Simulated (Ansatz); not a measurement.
## Pt: programs and potentials compared

```
Pt
1.0
     2.76067    0.00000    0.00000
    -1.38033    2.39081    0.00000
     0.00000    0.00000    4.79213
Pt
2
Direct
  0.33333 0.66667 0.25000
  0.66667 0.33333 0.75000
```

This isn't the form of Pt at room conditions, which is fcc.

Alike in all runs: task band structure; functional PBEsol; k mesh 11 × 11 × 6; occupations fermi-dirac, width 0.05 eV; no spin polarisation; no spin-orbit coupling. Pressure is positive in compression and, in plane waves, holds the error of the finite cutoff, which Ansatz's Pulay term estimates and takes out.

```json
{"program and potentials": "Ansatz, Ansatz PAW", "plane-wave cutoff (eV)": "420", "start seed": "0", "points for each segment of the path": "14", "start density": "network", "notes": "potentials made for PBE, which Ansatz adapts in part; 18 valence electrons an atom on average; Pulay term of +0.06 GPa included", "pressure (GPa)": "-10.64"}
{"program and potentials": "Ansatz, PAW datasets made for the crystal", "plane-wave cutoff (eV)": "260", "start seed": "-", "points for each segment of the path": "-", "start density": "atoms", "notes": "10 valence electrons an atom on average", "pressure (GPa)": "-10.67"}
{"program and potentials": "Ansatz, all-electron LAPW, scalar-relativistic", "plane-wave cutoff (eV)": "-", "start seed": "-", "points for each segment of the path": "-", "start density": "atoms", "notes": "-", "pressure (GPa)": "-10.67"}
```

The pressure spans -10.67 (Ansatz, all-electron LAPW, scalar-relativistic) to -10.64 GPa (Ansatz, Ansatz PAW), with all-electron results at -10.67. The cell lies far from this level's equilibrium.

Differences between rows come from potentials, basis sets and numerical settings, since the functional is the same but for its coding. Runs on potential files found faulty are left out.
